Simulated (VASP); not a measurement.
Input of a VASP 6.6.1 run:

The input INCAR:

```
SYSTEM = Ir
ALGO     = Normal         ! electronic algorithm
EDIFF    = 1E-7           ! SCF threshold, eV
ENCUT    = 520            ! plane-wave cutoff, eV
GGA      = PE             ! functional
ISIF     = 2              ! what is computed and relaxed
ISMEAR   = 0              ! smearing method
LASPH    = .True.         ! aspherical terms in the spheres
LCHARG   = .False.        ! write CHGCAR
LREAL    = .False.        ! projectors in reciprocal space
LWAVE    = .False.        ! write WAVECAR
NBANDS   = 16             ! bands
NELM     = 100            ! most SCF steps
PREC     = Accurate       ! precision mode
SIGMA    = 0.1            ! smearing width, eV
```

The input KPOINTS:

```
k-points
0
Gamma
  6 6 6
  0 0 0
```

The input POSCAR:

```
Ir
1.0
    0.0000000000      1.9556376852      4.2393799671
    1.9525659784      0.0000000000      4.2393799671
    1.9525659784      1.9556376852      0.0000000000
Ir
2
Direct
    0.1465907034      0.1465907034      0.8534092966
    0.8534092966      0.8534092966      0.1465907034
```

Potentials or basis: VASP PAW PBE potentials, release 64 (Ir).

The run is started by

```console
$ cat potpaw_PBE.64/Ir/POTCAR > POTCAR
$ mpirun -np 1 vasp_std > vasp.out
```

(1) Predict the largest force.

(2) What does it give for the pressure?

(3) What does it give for the band gap on the k mesh?

## Answers

(1) 0.024 eV/Å.

(2) 0.3 GPa.

(3) none (metal or under the smearing width).

Caveat: the k mesh is coarse (spacing up to 0.40 Å⁻¹), so the values aren't converged.
